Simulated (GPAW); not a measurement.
Sb:

```
CELL_PARAMETERS angstrom
3.35453 0.00000 0.00000
-1.67727 2.90511 0.00000
0.00000 0.00000 5.47016
ATOMIC_POSITIONS crystal
Sb 0.66667 0.33333 0.75000
Sb 0.33333 0.66667 0.25000
```

This isn't the form of Sb at room conditions, which is rhombohedral.

* Program: GPAW 26.7.0
* Task: single point
* Functional: PBEsol
* Potentials or basis: PAW data sets generated in the run's folder for this functional
* Cutoff: 600 eV
* Basis: pw
* k mesh: 9 × 9 × 5
* Occupations: fermi-dirac, width 0.05 eV
* Spin: no spin polarisation

On this cell: pressure -1.9 GPa; largest force under 0.003 eV/Å; band gap on the k mesh none (metal or under the smearing width).

The same run follows on a disturbed copy (atoms moved at random, drawn with an rms of 0.05 Å):

```
Sb
1.0
     3.35453    0.00000    0.00000
    -1.67727    2.90511    0.00000
     0.00000    0.00000    5.47016
Sb
2
Cartesian
  1.7140 0.9717 4.1111
  -0.0346 1.9248 1.3982
```

Q: What does the disturbed cell give?

A: The energy (extrapolated to zero smearing) moves by -1.3 meV/atom; pressure -1.9 GPa; largest force 0.044 eV/Å; band gap on the k mesh none (metal or under the smearing width).

Forces in eV/Å, atoms in the order of the input:
```
Sb   0.027  0.007 -0.034
Sb  -0.027 -0.007  0.034
```

Stress tensor (GPa, compression positive):
```
-1.75  0.17  0.02
 0.17 -1.80  0.01
 0.02  0.01 -2.13
```

The energy falls, though the first cell shows no forces: that form is unstable against this distortion, unless noise or another electronic state is at work.
